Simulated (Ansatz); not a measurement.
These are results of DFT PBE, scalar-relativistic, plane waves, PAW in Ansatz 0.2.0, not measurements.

Cutoff 420 eV; k points 9×9×6 on the computed 4-atom cell (Γ-centred); Gaussian smearing, width 0.02 eV; no spin polarisation.

Structure with the computed forces (eV/Å) in the last three columns:

```xyz
4
Lattice="3.9125 0.0000 0.0553 -1.9562 3.5576 -0.0276 0.0727 0.0000 5.0501" Properties=species:S:1:pos:R:3:forces:R:3 pbc="T T T" pressure_GPa=1.49
H     0.0101    2.3438    0.9059   -0.0320    0.0010   -1.4560
H     1.9989    1.2138    3.4570   -0.0430   -0.0010   -1.3020
H     2.0225    1.2138    4.1735    0.0430   -0.0010    1.3020
H     0.0262    2.3438    1.6191    0.0320    0.0010    1.4560
```

Stress tensor (GPa, compression positive):

```
 0.00  0.00  0.11
 0.00 -0.02  0.00
 0.11  0.00  4.48
```

 The cell holds molecules, and where no dispersion correction was added their binding is poorly described.